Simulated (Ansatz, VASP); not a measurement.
**Two plane-wave programs on Al**

INCAR

```
ALGO = Normal
EDIFF = 1E-6
ENCUT = 520
GGA = RE
ISIF = 2
ISMEAR = -1
LASPH = True
LCHARG = False
LREAL = False
LWAVE = False
NBANDS = 8
NELM = 100
PREC = Accurate
SIGMA = 0.1
```

KPOINTS

```
k-points
0
Gamma
  13 13 13
```

Contents of POSCAR:

```
Al
1.0
    2.7352851507      0.0000000000      0.0000000000
    0.0000000000      2.7352851507      0.0000000000
    0.0000000000      0.0000000000      2.7352851507
Al
1
Direct
    0.0000000000      0.0000000000      0.0000000000
```

Input for Ansatz:

```yaml
crystal:
  lattice:
    - [2.7352851507, 0.0, 0.0]
    - [0.0, 2.7352851507, 0.0]
    - [0.0, 0.0, 2.7352851507]
  atoms:
    - { symbol: Al, position: [0.0, 0.0, 0.0] }
hamiltonian:
  xc: revpbe
  pseudopotentials:
    kind: paw
    azcp:
      Al: "pseudopotentials/Al.paw.azcp"
basis:
  ecutwfc: 420
  fft_grid_basis: typed
kpoints:
  mp_grid: { grid: [13, 13, 13], shift: [0, 0, 0] }
magnetization:
  spin_polarized: false
scf:
  occupations: { method: fermi_dirac, width: 0.1 }
  lower_state_search: "off"
output:
  stress: true
```

Alike in both runs: task single point; functional revPBE; k mesh 13 × 13 × 13; occupations fermi-dirac, width 0.1 eV; no spin polarisation.

|  | VASP | Ansatz |
| --- | --- | --- |
| version | VASP 6.6.1 | Ansatz 0.2.0 |
| potentials or method | VASP PAW PBE potentials, release 64 (Al) | plane waves (420 eV) with PAW, scalar-relativistic |
| plane-wave cutoff (eV) | 520 | 420 |
| valence electrons in the cell | 3 | 3 |

|  | VASP | Ansatz | Ansatz less VASP |
| --- | --- | --- | --- |
| pressure (GPa) | -0.1 | 0.0 | +0.08 |

The functional is the same, so the differences come from potentials, cutoffs and numerics.

Caveats: the PAW data sets were made with another functional, which shifts forces and pressure a little (VASP).
